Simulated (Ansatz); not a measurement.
The system is SnSe.

```
Sn Se
1.0
    11.42000    0.00000    0.00000
     0.00000    4.19000    0.00000
     0.00000    0.00000    4.46000
Sn Se
4 4
Cartesian
  10.0153 3.1425 4.0541
  7.1147 1.0475 1.8241
  4.3053 3.1425 2.6359
  1.4047 1.0475 0.4059
  7.3431 3.1425 4.3886
  9.7869 1.0475 2.1586
  1.6331 3.1425 2.3014
  4.0769 1.0475 0.0714
```

```yaml
Program: Ansatz 0.2.0
Task: relaxation of cell and atoms
Functional: r2SCAN
Dispersion: D3(BJ)-ATM
Potentials_or_basis: Ansatz PAW
Cutoff: "500 eV (not typed: the program's choice for these potentials)"
k_mesh: 3 × 6 × 6
Occupations: fermi-dirac, width 0.05 eV
Spin: no spin polarisation
```

At the start: volume 26.68 Å³/atom.

Problem. Where does the relaxation end?

Solution. It ends after 7 steps and the volume is 27.46 Å³/atom (+2.9 %); space group Pnma (No. 62, to 0.05 Å).

The path:
```tsv
step	energy change (eV)	largest force (eV/Å)	volume (Å³)
1	0.0000	0.2045	213.41
2	-0.0108	0.0754	224.22
3	-0.0460	0.0484	221.33
4	-0.0571	0.1326	224.12
5	-0.0721	0.0175	220.26
6	-0.0729	0.0100	219.66
7	-0.0733	0.0100	219.66
```

Final structure:
```xyz
8
Lattice="11.5668 0.0000 0.0000 0.0000 4.1186 0.0000 0.0000 0.0000 4.6110" Properties=species:S:1:pos:R:3 pbc="T T T"
Sn   10.1929    3.0890    4.0630
Sn    7.1573    1.0297    1.7575
Sn    4.4095    3.0890    2.8535
Sn    1.3739    1.0297    0.5480
Se    7.4816    3.0890    4.5479
Se    9.8687    1.0297    2.2425
Se    1.6981    3.0890    2.3685
Se    4.0853    1.0297    0.0630
```

Caveat: the plane-wave basis is chosen anew once the cell has moved, so the energies of steps on either side of that aren't comparable; the PAW data sets come from PBE, with cores solved anew for the run's functional, which leaves a small shift of forces and pressure.
